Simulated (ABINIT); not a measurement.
# InAs (F-43m) in ABINIT: notebook

One crystal, InAs, is run at these levels: LDA-VWN, LDA, LDA-Teter, PW91; tasks: band structure, equation of state.

All numbers are computed with ABINIT 10.8.3 (patched build); they aren't measurements. Logs are shortened: lines on timing, memory, paths and dates and some standing lists are left out, and cuts for length are marked. The log counts tension as positive stress, the text compression.

**What was measured.**

From a printed reference work, data compilation, for a bulk crystal of InAs at 4.2 K: band gap 0.418 eV (direct).

The runs below are set against these values where they give the same quantity.

### Step 1. The structure

Symmetry: F-43m, No. 216, cubic system. The conventional cell has a = 6.036 Å, b = 6.036 Å, c = 6.036 Å, α = 90.00°, β = 90.00°, γ = 90.00°. In (site symmetry -43m) has 4 As at 2.61 Å as nearest neighbours. As (site symmetry -43m) has 4 In at 2.61 Å as nearest neighbours.

### Step 2. Band structure, LDA-VWN

Contents of run.abi:

```
# Datasets: ground state, then fixed potential
ndtset 2

# Pseudopotentials
pp_dirpath "./"
pseudos "In.LDA_PW-JTH.xml, As.LDA_PW-JTH.xml"

# Structure
acell 3*1.0
rprim
     0.0000000000     5.7031934441     5.7031934441
     5.7031934441     0.0000000000     5.7031934441
     5.7031934441     5.7031934441     0.0000000000
ntypat 2
znucl 49 33
natom 2
typat 1 2
xred
     0.0000000000     0.0000000000     0.0000000000
     0.7500000000     0.7500000000     0.7500000000

# Plane-wave basis
ecut 17.0
pawecutdg 34.0

# Exchange and correlation
ixc -1007

# Bands and occupations
occopt 3
tsmear 0.05 eV

# SCF cycle
nstep 100

# Output
iomode 3
prtwf 0
prteig 0
prtebands 0
enunit 2
prtden1 1

# Dataset 1
kptopt1 1
ngkpt1 8 8 8
nshiftk1 1
shiftk1 0.0 0.0 0.0
nband1 18
tolvrs1 1.0e-9

# Dataset 2: bands along G-X-W-K-G-L-U-W-L-K
iscf2 -2
getden2 1
nband2 22
nbdbuf2 2
tolwfr2 1.0e-12
kptopt2 -9
ndivsm2 8
prteig2 1
prtvol2 -3
kptbounds2
     0.0000000000     0.0000000000     0.0000000000
     0.5000000000     0.0000000000     0.5000000000
     0.5000000000     0.2500000000     0.7500000000
     0.3750000000     0.3750000000     0.7500000000
     0.0000000000     0.0000000000     0.0000000000
     0.5000000000     0.5000000000     0.5000000000
     0.6250000000     0.2500000000     0.6250000000
     0.5000000000     0.2500000000     0.7500000000
     0.5000000000     0.5000000000     0.5000000000
     0.3750000000     0.3750000000     0.7500000000
```

Potentials or basis: JTH PAW LDA v2.0.

The run is started by

```
$ abinit run.abi > log 2>&1
```

run.abo:

```text
.Version 10.8.3 of ABINIT
 DATASET    1 : space group F-4 3 m (#216); Bravais cF (face-center cubic)
================================================================================
 Values of the parameters that define the memory need for DATASET  1.
     intxc =       0    ionmov =       0      iscf =      17    lmnmax =      18
     lnmax =       6     mgfft =      30  mpssoang =       3    mqgrid =    3001
     natom =       2  nloc_mem =       2    nspden =       1   nspinor =       1
    nsppol =       1      nsym =      24    n1xccc =       1    ntypat =       2
    occopt =       3   xclevel =       1
       mpw =        1254          nfft =       27000          nkpt =          29
 PAW method is used; the additional fine FFT grid is defined by:
   mgfftf=        45    nfftf =     91125
================================================================================
================================================================================

 DATASET    2 : space group F-4 3 m (#216); Bravais cF (face-center cubic)
================================================================================
 Values of the parameters that define the memory need for DATASET  2.
     intxc =       0    ionmov =       0      iscf =      -2    lmnmax =      18
     lnmax =       6     mgfft =      30  mpssoang =       3    mqgrid =    3001
     natom =       2  nloc_mem =       2    nspden =       1   nspinor =       1
    nsppol =       1      nsym =      24    n1xccc =       1    ntypat =       2
    occopt =       3   xclevel =       1
       mpw =        1267          nfft =       27000          nkpt =         139
 PAW method is used; the additional fine FFT grid is defined by:
   mgfftf=        45    nfftf =     91125
================================================================================
================================================================================

--------------------------------------------------------------------------------
------------- Echo of variables that govern the present computation ------------
--------------------------------------------------------------------------------
 -outvars: echo values of preprocessed input variables --------
            acell      1.0000000000E+00  1.0000000000E+00  1.0000000000E+00 Bohr
              amu      1.14820000E+02  7.49215900E+01
             ecut      1.70000000E+01 Hartree
           enunit           2
           getden1          0
           getden2          1
             iscf1         17
             iscf2         -2
[... 1994 lines left out ...]
  -1.14501   -1.14500   -1.14499   -1.14475   -1.14474   -0.38681   -0.37880   -0.37832
  -0.37652   -0.37564   -0.22342   -0.06516    0.02512    0.08054    0.22556    0.31908
   0.38282    0.39192    0.43619    0.50540    0.59019    0.63225
 kpt# 137, nband= 22, wtk=  1.00000, kpt=  0.3929  0.3929  0.7143 (reduced coord)
  -1.14501   -1.14500   -1.14499   -1.14475   -1.14474   -0.38696   -0.37869   -0.37820
  -0.37662   -0.37561   -0.22173   -0.06602    0.02297    0.07773    0.22338    0.31500
   0.39126    0.40129    0.43067    0.50624    0.60481    0.64048
 kpt# 138, nband= 22, wtk=  1.00000, kpt=  0.3839  0.3839  0.7321 (reduced coord)
  -1.14501   -1.14499   -1.14499   -1.14475   -1.14474   -0.38709   -0.37860   -0.37811
  -0.37671   -0.37558   -0.22043   -0.06703    0.02251    0.07524    0.22128    0.30814
   0.40218    0.40960    0.42668    0.50906    0.61304    0.65174
 kpt# 139, nband= 22, wtk=  1.00000, kpt=  0.3750  0.3750  0.7500 (reduced coord)
  -1.14502   -1.14499   -1.14499   -1.14475   -1.14474   -0.38719   -0.37851   -0.37803
  -0.37678   -0.37553   -0.21964   -0.06790    0.02356    0.07314    0.21943    0.29995
   0.41002    0.41640    0.42809    0.51419    0.61410    0.66132
 Eigenvalues (   eV  ) for nkpt= 139  k points:
 kpt#   1, nband= 22, wtk=  1.00000, kpt=  0.0000  0.0000  0.0000 (reduced coord)
 -31.15723  -31.15723  -31.15723  -31.15020  -31.15020  -10.36042  -10.36042  -10.36042
 -10.23136  -10.23136   -8.00754    3.54517    3.97964    3.97964    3.97964    7.80334
   7.80334    7.80334   11.25320   13.78135   13.78135   14.33078
 kpt#   2, nband= 22, wtk=  1.00000, kpt=  0.0217  0.0000  0.0217 (reduced coord)
 -31.15723  -31.15722  -31.15722  -31.15020  -31.15020  -10.36163  -10.36004  -10.36004
 -10.23150  -10.23125   -8.00074    3.37103    3.95931    3.95931    4.15395    7.77375
   7.83055    7.83055   11.29780   13.54138   13.78653   14.34595
 kpt#   3, nband= 22, wtk=  1.00000, kpt=  0.0435  0.0000  0.0435 (reduced coord)
 -31.15723  -31.15721  -31.15721  -31.15020  -31.15019  -10.36520  -10.35892  -10.35892
 -10.23192  -10.23094   -7.98043    3.07708    3.90022    3.90022    4.44800    7.68960
   7.91028    7.91028   11.42624   13.13640   13.80208   14.39139
 kpt#   4, nband= 22, wtk=  1.00000, kpt=  0.0652  0.0000  0.0652 (reduced coord)
 -31.15725  -31.15720  -31.15720  -31.15020  -31.15018  -10.37099  -10.35706  -10.35706
 -10.23264  -10.23042   -7.94677    2.76583    3.80745    3.80745    4.75806    7.56236
   8.03742    8.03742   11.62328   12.71821   13.82799   14.46714
 kpt#   5, nband= 22, wtk=  1.00000, kpt=  0.0870  0.0000  0.0870 (reduced coord)
[... 525 lines left out ...]
 -10.24562  -10.22166   -6.07954   -1.77296    0.68348    2.19153    6.13789    8.68252
  10.41706   10.66459   11.86931   13.75258   16.05989   17.20440
 kpt# 137, nband= 22, wtk=  1.00000, kpt=  0.3929  0.3929  0.7143 (reduced coord)
 -31.15738  -31.15692  -31.15678  -31.15019  -31.14990  -10.52961  -10.30472  -10.29143
 -10.24822  -10.22098   -6.03358   -1.79636    0.62508    2.11501    6.07858    8.57158
  10.64682   10.91966   11.71922   13.77554   16.45782   17.42823
 kpt# 138, nband= 22, wtk=  1.00000, kpt=  0.3839  0.3839  0.7321 (reduced coord)
 -31.15742  -31.15689  -31.15676  -31.15021  -31.14988  -10.53316  -10.30217  -10.28880
 -10.25071  -10.22004   -5.99813   -1.82395    0.61244    2.04748    6.02139    8.38479
  10.94383   11.14569   11.61054   13.85234   16.68161   17.73464
 kpt# 139, nband= 22, wtk=  1.00000, kpt=  0.3750  0.3750  0.7500 (reduced coord)
 -31.15745  -31.15686  -31.15675  -31.15022  -31.14987  -10.53599  -10.29968  -10.28675
 -10.25269  -10.21882   -5.97684   -1.84773    0.64101    1.99019    5.97105    8.16199
  11.15725   11.33085   11.64882   13.99171   16.71052   17.99538

== END DATASET(S) ==============================================================
================================================================================

 -outvars: echo values of variables after computation  --------
            acell      1.0000000000E+00  1.0000000000E+00  1.0000000000E+00 Bohr
           etotal1    -1.7233274568E+02
            fcart1     1.4754043335E-30  1.4754043335E-30 -4.4262130006E-30
                      -1.4754043335E-30 -1.4754043335E-30  4.4262130006E-30
            rprim      0.0000000000E+00  5.7031934441E+00  5.7031934441E+00
                       5.7031934441E+00  0.0000000000E+00  5.7031934441E+00
                       5.7031934441E+00  5.7031934441E+00  0.0000000000E+00
           strten1     3.6134758239E-05  3.6134758239E-05  3.6134758239E-05
                       0.0000000000E+00  0.0000000000E+00  0.0000000000E+00
           xangst      0.0000000000E+00  0.0000000000E+00  0.0000000000E+00
                       4.5269999969E+00  4.5269999969E+00  4.5269999969E+00
             xred      0.0000000000E+00  0.0000000000E+00  0.0000000000E+00
                       7.5000000000E-01  7.5000000000E-01  7.5000000000E-01
 Calculation completed.
```

Run time: 80 s. Hardware: 1 thread of Arm Neoverse V2, shared host; peak memory 0.14 GiB.

What came out:

```yaml
Free_energy: -4689.4129 eV
Band_gap_on_the_k_mesh: none (metal or under the smearing width)
Valence_electrons_inside_the_program's_atomic_spheres: In 11.25; As 12.70
```

Levels at the corners of the path, in eV from the Fermi level:
| point | band 10 | band 11 | band 12 | band 13 | band 14 | band 15 | band 16 | band 17 | band 18 | band 19 |
| --- | --- | --- | --- | --- | --- | --- | --- | --- | --- | --- |
| Γ | -14.26 | -12.03 | -0.48 | -0.05 | -0.05 | -0.05 | 3.78 | 3.78 | 3.78 | 7.23 |
| X | -14.23 | -9.99 | -6.01 | -2.42 | -2.42 | 1.37 | 1.91 | 8.97 | 9.11 | 9.11 |
| W | -14.25 | -9.93 | -5.87 | -3.05 | -2.98 | 4.08 | 4.17 | 4.82 | 5.93 | 9.65 |
| K | -14.24 | -10.00 | -5.87 | -3.39 | -2.04 | 1.94 | 4.14 | 7.13 | 7.30 | 7.62 |
| Γ | -14.26 | -12.03 | -0.48 | -0.05 | -0.05 | -0.05 | 3.78 | 3.78 | 3.78 | 7.23 |
| L | -14.25 | -10.54 | -5.93 | -1.06 | -1.06 | 0.74 | 4.57 | 4.57 | 6.65 | 8.81 |
| U | -14.24 | -10.00 | -5.87 | -3.39 | -2.04 | 1.94 | 4.14 | 7.13 | 7.30 | 7.62 |
| W | -14.25 | -9.93 | -5.87 | -3.05 | -2.98 | 4.08 | 4.17 | 4.82 | 5.93 | 9.65 |
| L | -14.25 | -10.54 | -5.93 | -1.06 | -1.06 | 0.74 | 4.57 | 4.57 | 6.65 | 8.81 |
| K | -14.24 | -10.00 | -5.87 | -3.39 | -2.04 | 1.94 | 4.14 | 7.13 | 7.30 | 7.62 |

Caveat: the cutoff is too short for stress, so the log's stress isn't used; spin-orbit coupling is left out, which moves the levels of the heavy elements; this crystal is a semiconductor, whose small gap the functional closes, so the metal is an error of the method.

### Step 3. Equation of state, LDA

Contents of run.abi:

```
# Datasets: one volume each
ndtset 7
getwfk -1
scalecart1 3*0.9795861087
scalecart2 3*0.9864848297
scalecart3 3*0.9932883884
scalecart4 3*1.0000000000
scalecart5 3*1.0066227096
scalecart6 3*1.0131594038
scalecart7 3*1.0196128224

# Pseudopotentials
pp_dirpath "./"
pseudos "In.LDA_PW-JTH.xml, As.LDA_PW-JTH.xml"

# Structure
acell 8.0655335175 8.0655335175 8.0655335175
rprim
     0.0000000000     0.7071067812     0.7071067812
     0.7071067812     0.0000000000     0.7071067812
     0.7071067812     0.7071067812     0.0000000000
ntypat 2
znucl 49 33
natom 2
typat 1 2
xred
     0.0000000000     0.0000000000     0.0000000000
     0.7500000000     0.7500000000     0.7500000000

# Plane-wave basis
ecut 326.536635 eV
pawecutdg 24.0

# k points
kptopt 1
ngkpt 8 8 8
nshiftk 1
shiftk 0.0 0.0 0.0

# Exchange and correlation
ixc 7

# Bands and occupations
nband 18
occopt 3
tsmear 0.00183747

# SCF cycle
nstep 100
tolvrs 1.0e-9

# Output
iomode 3
prtwf 1
prtden 0
prteig 0
prtebands 0
enunit 2
```

Potentials or basis: JTH PAW LDA v2.0.

The run is started by

```
$ abinit run.abi > log 2>&1
```

Wall time 62 s (1 thread of Arm Neoverse V2, shared host); peak memory 0.11 GiB.

It converged, with:

```yaml
Equilibrium_volume: "27.46 Å³/atom (rough: see the caveat)"
Bulk_modulus: 53 GPa (rough)
```

Energy against volume, from the lowest point:
```csv
volume (Å³/atom),energy (meV/atom)
25.840,16.39
26.389,7.38
26.939,3.30
27.489,0.00
28.039,3.00
28.588,8.86
29.138,17.72
```

Caveat: the cutoff is too short for stress, so the log's stress isn't used; pressures at fixed basis lie under the slope of the energies; the fit is doubtful: noisy points or a state that changes with volume.

### Step 4. Band structure, LDA-Teter

Contents of run.abi:

```
ndtset 2

pp_dirpath "./"
pseudos "In.LDA_PW-JTH.xml, As.LDA_PW-JTH.xml"

acell 8.0655335175 8.0655335175 8.0655335175
rprim
     0.0000000000     0.7071067812     0.7071067812
     0.7071067812     0.0000000000     0.7071067812
     0.7071067812     0.7071067812     0.0000000000
ntypat 2
znucl 49 33
natom 2
typat 1 2
xred
     0.0000000000     0.0000000000     0.0000000000
     0.7500000000     0.7500000000     0.7500000000

ecut 17.0
pawecutdg 34.0

ixc 1

occopt 3
tsmear 0.00183747

nstep 100

iomode 3
prtwf 0
prteig 0
prtebands 0
enunit 1
prtden1 1

kptopt1 1
ngkpt1 8 8 8
nshiftk1 1
shiftk1 0.0 0.0 0.0
nband1 18
tolvrs1 1.0e-9

iscf2 -2
getden2 1
nband2 22
nbdbuf2 2
tolwfr2 1.0e-12
kptopt2 -9
ndivsm2 6
prteig2 1
prtvol2 -3
kptbounds2
     0.0000000000     0.0000000000     0.0000000000
     0.5000000000     0.0000000000     0.5000000000
     0.5000000000     0.2500000000     0.7500000000
     0.3750000000     0.3750000000     0.7500000000
     0.0000000000     0.0000000000     0.0000000000
     0.5000000000     0.5000000000     0.5000000000
     0.6250000000     0.2500000000     0.6250000000
     0.5000000000     0.2500000000     0.7500000000
     0.5000000000     0.5000000000     0.5000000000
     0.3750000000     0.3750000000     0.7500000000
```

The run is started by

```
$ abinit run.abi > log 2>&1
```

It took 64 s on 1 thread of Arm Neoverse V2, shared host; peak memory 0.12 GiB.

It converged, with:

| Item | Value |
| --- | --- |
| Free energy | -4689.4418 eV |
| Band gap on the k mesh | none (metal or under the smearing width) |
| Valence electrons inside the program's atomic spheres | In 11.25; As 12.70 |

Levels at the corners of the path, in eV from the Fermi level:
| point | band 10 | band 11 | band 12 | band 13 | band 14 | band 15 | band 16 | band 17 | band 18 | band 19 |
| --- | --- | --- | --- | --- | --- | --- | --- | --- | --- | --- |
| Γ | -14.26 | -12.03 | -0.48 | -0.05 | -0.05 | -0.05 | 3.78 | 3.78 | 3.78 | 7.22 |
| X | -14.24 | -9.99 | -6.01 | -2.42 | -2.42 | 1.37 | 1.90 | 8.97 | 9.11 | 9.11 |
| W | -14.25 | -9.93 | -5.87 | -3.06 | -2.99 | 4.08 | 4.17 | 4.82 | 5.93 | 9.65 |
| K | -14.25 | -10.00 | -5.87 | -3.39 | -2.04 | 1.94 | 4.13 | 7.13 | 7.30 | 7.62 |
| Γ | -14.26 | -12.03 | -0.48 | -0.05 | -0.05 | -0.05 | 3.78 | 3.78 | 3.78 | 7.22 |
| L | -14.25 | -10.54 | -5.93 | -1.06 | -1.06 | 0.74 | 4.57 | 4.57 | 6.64 | 8.80 |
| U | -14.25 | -10.00 | -5.87 | -3.39 | -2.04 | 1.94 | 4.13 | 7.13 | 7.30 | 7.62 |
| W | -14.25 | -9.93 | -5.87 | -3.06 | -2.99 | 4.08 | 4.17 | 4.82 | 5.93 | 9.65 |
| L | -14.25 | -10.54 | -5.93 | -1.06 | -1.06 | 0.74 | 4.57 | 4.57 | 6.64 | 8.80 |
| K | -14.25 | -10.00 | -5.87 | -3.39 | -2.04 | 1.94 | 4.13 | 7.13 | 7.30 | 7.62 |

Caveat: the cutoff is too short for stress, so the log's stress isn't used; spin-orbit coupling is left out, which moves the levels of the heavy elements; this crystal is a semiconductor, whose small gap the functional closes, so the metal is an error of the method.

### Step 5. Band structure, PW91

run.abi, as its differences from that of step 4:

```diff
@@ -1,11 +1,14 @@
+# Datasets: ground state, then fixed potential
 ndtset 2
 
+# Pseudopotentials
 pp_dirpath "./"
-pseudos "In.LDA_PW-JTH.xml, As.LDA_PW-JTH.xml"
+pseudos "In.GGA_PBE-JTH.xml, As.GGA_PBE-JTH.xml"
 
-acell 8.0655335175 8.0655335175 8.0655335175
+# Structure
+acell 3*1.0 Angstrom
 rprim
-     0.0000000000     0.7071067812     0.7071067812
-     0.7071067812     0.0000000000     0.7071067812
-     0.7071067812     0.7071067812     0.0000000000
+     0.0000000000     3.0180000000     3.0180000000
+     3.0180000000     0.0000000000     3.0180000000
+     3.0180000000     3.0180000000     0.0000000000
 ntypat 2
@@ -18,2 +21,3 @@
 
+# Plane-wave basis
 ecut 17.0
@@ -21,9 +25,13 @@
 
-ixc 1
+# Exchange and correlation
+ixc -109134
 
+# Bands and occupations
 occopt 3
-tsmear 0.00183747
+tsmear 0.05 eV
 
+# SCF cycle
 nstep 100
 
+# Output
 iomode 3
@@ -32,5 +40,9 @@
 prtebands 0
-enunit 1
+enunit 2
 prtden1 1
+prtvha1 1
+prtvclmb1 1
+prtpot1 1
 
+# Dataset 1
 kptopt1 1
@@ -42,2 +54,3 @@
 
+# Dataset 2: bands along G-X-W-K-G-L-U-W-L-K
 iscf2 -2
```

Potentials or basis: JTH PAW PBE v2.0.

The run is started by

```
$ abinit run.abi > log 2>&1
```

Run time: 70 s. Hardware: 1 thread of Arm Neoverse V2, shared host; peak memory 0.14 GiB.

Results (log left out):

```
Free energy                                           : -4682.7010 eV
Band gap on the k mesh                                : none (metal or under the smearing width)
Valence electrons inside the program's atomic spheres : In 11.23; As 12.71
```

Levels at the corners of the path, in eV from the Fermi level:
| point | band 12 | band 13 | band 14 | band 15 | band 16 | band 17 |
| --- | --- | --- | --- | --- | --- | --- |
| Γ | -0.30 | -0.05 | -0.05 | -0.05 | 3.86 | 3.86 |
| X | -5.93 | -2.39 | -2.39 | 1.49 | 2.01 | 9.13 |
| W | -5.78 | -3.02 | -2.94 | 4.15 | 4.25 | 4.94 |
| K | -5.79 | -3.34 | -2.01 | 2.05 | 4.22 | 7.26 |
| Γ | -0.30 | -0.05 | -0.05 | -0.05 | 3.86 | 3.86 |
| L | -5.85 | -1.05 | -1.05 | 0.88 | 4.64 | 4.64 |
| U | -5.79 | -3.34 | -2.01 | 2.05 | 4.22 | 7.26 |
| W | -5.78 | -3.02 | -2.94 | 4.15 | 4.25 | 4.94 |
| L | -5.85 | -1.05 | -1.05 | 0.88 | 4.64 | 4.64 |
| K | -5.79 | -3.34 | -2.01 | 2.05 | 4.22 | 7.26 |

Caveat: the cutoff is too short for stress, so the log's stress isn't used; the PAW data sets were made with another functional, which shifts forces and pressure a little; spin-orbit coupling is left out, which moves the levels of the heavy elements; this crystal is a semiconductor, whose small gap the functional closes, so the metal is an error of the method.

### Step 6. Overview

```tsv
task	level	potentials or basis	cutoff (eV)	fine-grid cutoff	gap on the mesh (eV)
band structure	LDA-VWN	JTH PAW LDA v2.0	463	925.187 eV	none
equation of state	LDA	JTH PAW LDA v2.0	327	653.073 eV	-
band structure	LDA-Teter	JTH PAW LDA v2.0	463	925.187 eV	none
band structure	PW91	JTH PAW PBE v2.0	463	925.187 eV	none
```

Alike in all rows: no spin polarisation; cell as given; k mesh 8 × 8 × 8; smearing fermi-dirac 0.05 eV.

Caveats: spin-orbit coupling is left out, which moves the levels of the heavy elements (some runs); this crystal is a semiconductor, whose small gap the functional closes, so the metal is an error of the method (some runs); pressures at fixed basis lie under the slope of the energies (some runs); the fit is doubtful: noisy points or a state that changes with volume (some runs); the PAW data sets were made with another functional, which shifts forces and pressure a little (some runs).

Total energies depend on the potentials used, so only differences within one code and one set of settings carry meaning.

### Step 7. How close it comes

Step 2. Measured gap of InAs: 0.418 eV (direct; 4.2 K; a printed reference work, data compilation). This calculation gives 0.00 eV (-0.42 eV). Spin-orbit coupling on As, In is left out. The value is that of LDA-VWN on a finite k mesh, which can miss the band edges, without temperature or zero-point motion. Semilocal functionals fall short of measured gaps as a rule.

Step 4. A measured gap of InAs is 0.418 eV (direct; 4.2 K; a printed reference work, data compilation); the calculated 0.00 eV misses it by -0.42 eV. Spin-orbit coupling on As, In is left out. The value is that of LDA-Teter on a finite k mesh, which can miss the band edges, without temperature or zero-point motion. Semilocal functionals fall short of measured gaps as a rule.

Step 5. Against the measured gap of InAs, 0.418 eV (direct; 4.2 K; a printed reference work, data compilation), the calculated 0.00 eV is off by -0.42 eV. Spin-orbit coupling on As, In is left out. The value is that of PW91 on a finite k mesh, which can miss the band edges, without temperature or zero-point motion. Semilocal functionals fall short of measured gaps as a rule.
